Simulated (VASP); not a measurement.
# Ca: restarted molecular dynamics, 2 variants

Ca, Pm-3m (no. 221), 8 atoms in the cell. PBE, molecular dynamics; PAW potentials Ca_pv (PBE set).

| Restart from | Temperature at the end (K) | The same without a restart (K) | Potential energy at the end (eV/atom) | The same without a restart (eV/atom) | Electronic steps in the first step after the restart | Time (s) |
|---|---|---|---|---|---|---|
| CONTCAR with velocities, WAVECAR read | 3083.0 | 3084.0 | -1.70784 | -1.70782 | 21 | 383 |
| CONTCAR with velocities, no WAVECAR | 3084.0 | 3084.0 | -1.70781 | -1.70782 | 28 | 382 |

Limits: 120 fs of 8 atoms are too short for converged averages.

## Input of the first row

INCAR.step1:
```
ALGO = Fast
EDIFF = 1E-6
ENCUT = 200
GGA = PE
IBRION = 0
ISIF = 2
ISMEAR = -1
ISYM = 0
KPAR = 2
LASPH = T
LCHARG = F
LREAL = Auto
LWAVE = T
MDALGO = 2
NELM = 60
NELMIN = 4
NSW = 30
POTIM = 2.0
PREC = Normal
RANDOM_SEED = 517269 0 0
SIGMA = 0.069
SMASS = -3
TEBEG = 1600
```

INCAR.step2, as INCAR.step1 but for:
```
- LWAVE = T
+ LWAVE = F
```

KPOINTS:
```
k-points
0
Monkhorst-Pack
  2 2 2
```

POSCAR.step1:
```
Ca
1.0
    6.9773126800      0.0000000000      0.0000000000
    0.0000000000      6.9773126800      0.0000000000
    0.0000000000      0.0000000000      6.9773126800
Ca
8
Direct
    0.0000000000      0.0000000000      0.0000000000
    0.0000000000      0.0000000000      0.5000000000
    0.0000000000      0.5000000000      0.0000000000
    0.0000000000      0.5000000000      0.5000000000
    0.5000000000      0.0000000000      0.0000000000
    0.5000000000      0.0000000000      0.5000000000
    0.5000000000      0.5000000000      0.0000000000
    0.5000000000      0.5000000000      0.5000000000
```

Commands (each step's output is kept before the next begins):
```
cat potpaw_PBE.64/Ca_pv/POTCAR > POTCAR
cp INCAR.step1 INCAR
cp POSCAR.step1 POSCAR
mpirun -np 2 vasp_std > vasp.out
cp CONTCAR POSCAR
cp INCAR.step2 INCAR
mpirun -np 2 vasp_std > vasp.out
```

Changes of the last row against the first:
```
(step 1)
- LWAVE = True
+ LWAVE = False
```

VASP 6.6.1 took 383 s on 2 cores (Intel Xeon Platinum 8259CL @ 2.50GHz (Skylake/Cascade Lake)), a shared host.
